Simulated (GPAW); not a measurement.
Runs of GPAW 26.7.0 on Te2Mo. Symmetry: P6_3/mmc, No. 194, hexagonal system. Conventional cell: a = 3.518 Å, b = 3.518 Å, c = 13.974 Å, α = 90.00°, β = 90.00°, γ = 120.00°. Te (site symmetry 3m) is surrounded by 3 Mo at 2.72 Å. Mo (site symmetry -6m2) is surrounded by 6 Te at 2.72 Å. 

| task | level | potentials or basis | spin | cell | cutoff (eV) | maxiter | optimizer | fmax | max steps | band path | grid spacing | other keys | gap on the mesh (eV) | pressure (GPa) | V0 of scaled cells (Å³/atom) | relaxed volume (Å³/atom) | B0 (GPa) | largest force (eV/Å) |
| --- | --- | --- | --- | --- | --- | --- | --- | --- | --- | --- | --- | --- | --- | --- | --- | --- | --- | --- |
| relaxation of cell and atoms | AM05+D4 | PAW data sets generated in the run's folder for this functional, pw | off | relaxed | 600 | 150 | LBFGS | 0.02 eV/Å | 40 | - | - | - | 0.56 | -0.1 | - | 23.25 | - | 0.01 |
| band structure | optPBE-vdW | GPAW PAW data sets (gpaw-data 1.2.1), pw | SOC, no magnetisation | as given | 600 | 150 | - | - | - | GMKGALHA,LM,KH | - | - | 0.69 | - | - | - | - | 0.41 |
| band structure | r2SCAN | GPAW PAW data sets (gpaw-data 1.2.1), pw | SOC, no magnetisation | as given | 600 | 150 | - | - | - | GMKGALHA,LM,KH | - | - | (a) | 1.8 | - | - | - | 0.13 |
| relaxation of cell and atoms | mBEEF | GPAW PAW data sets (gpaw-data 1.2.1), pw | off | relaxed | 600 | 150 | LBFGS | 0.02 eV/Å | 60 | - | - | - | 1.39 | -0.1 | - | (b) | - | 0.01 |
| relaxation of cell and atoms | RPBE+D3(BJ) | the program's PAW data sets (release 1.2.1) made for this functional, pw | off | relaxed to -1 GPa | 600 | 150 | BFGS | 0.02 eV/Å | 60 | - | - | - | none | -1.0 | - | - | - | 0.02 |
| single point | PBE | GPAW PAW data sets (gpaw-data 1.2.1), pw | off | as given | 900 | 100 | - | - | - | - | - | several, not listed | 0.70 | 2.3 | - | - | - | 0.10 |
| equation of state | PBE | JTH PAW 2.0, PBE, pw | off | as given | 600 | 150 | - | - | - | - | - | - | - | - | 25.92 | - | 95 | - |
| equation of state | PBE | GPAW PAW data sets (gpaw-data 1.2.1), fd | off | as given | - | 150 | - | - | - | - | 0.16 Å | - | - | - | 25.57 | - | 94 | - |

Alike in all rows: k mesh 5 × 5 × 2; smearing fermi-dirac 0.05 eV; the mesh is coarse, so values aren't converged.

Question: Fill in the values left out.

Answer: (a) 0.80; (b) 28.68.

Caveats: some runs use coarse meshes; later steps reuse the first step's grids (some runs); spin-orbit coupling is left out, which moves the levels of the heavy elements (some runs); an odd mesh through Γ misses points on the zone boundary, where band edges often lie (some runs); the PAW data sets were made with another functional, which shifts forces and pressure a little (some runs); this functional lacks dispersion, which binds the layers, so the pressure and a relaxed spacing across them are unreliable (some runs); spin-orbit coupling was added after a scalar SCF, so levels and gaps hold it while energy, forces, pressure and moments don't (some runs); this program's spin-orbit splittings come out too wide for heavy elements (some runs).

A k mesh can miss the band edges, and rows without SOC leave out spin-orbit coupling on Mo, Te.

A gap of «none» marks a metal or a gap under the smearing width.
